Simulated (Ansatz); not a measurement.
Crystal: SrVO3.

```
CELL_PARAMETERS angstrom
3.84090 0.00000 0.00000
0.00000 3.84090 0.00000
0.00000 0.00000 3.84090
ATOMIC_POSITIONS crystal
Sr 0.50000 0.50000 0.50000
V 0.00000 0.00000 0.00000
O 0.00000 0.00000 0.50000
O 0.00000 0.50000 0.00000
O 0.50000 0.00000 0.00000
```

Base run:

- Program: Ansatz 0.2.0
- Functional: PBE
- Potentials or basis: Ansatz PAW
- Cutoff: 250 eV
- Density cutoff: 1000 eV
- k mesh: 7 × 7 × 7
- Occupations: fermi-dirac, width 0.05 eV
- Spin: collinear spin, ferromagnetic start
- Starting moments: [0.0, 2.0, 0.0, 0.0, 0.0] μB

Its results: band gap on the k mesh none (metal or under the smearing width); pressure -0.9 GPa; net moment 0.00 μB per cell.

The run is repeated on the same cell with these changes: cutoff from 250 eV to 600 eV; density cutoff from 1000 eV to 2400 eV. What comes out?

Band gap on the k mesh none (metal or under the smearing width); pressure 2.3 GPa; net moment 0.00 μB per cell.

Caveats: semilocal functionals often make such compounds metallic where correlation or magnetic order opens a gap, which also shifts bond lengths; the starting moments weren't kept; the pressure holds a Pulay correction of +86.2 GPa for the finite cutoff (some runs); the cutoff lies under the one recommended for these potentials (some runs).
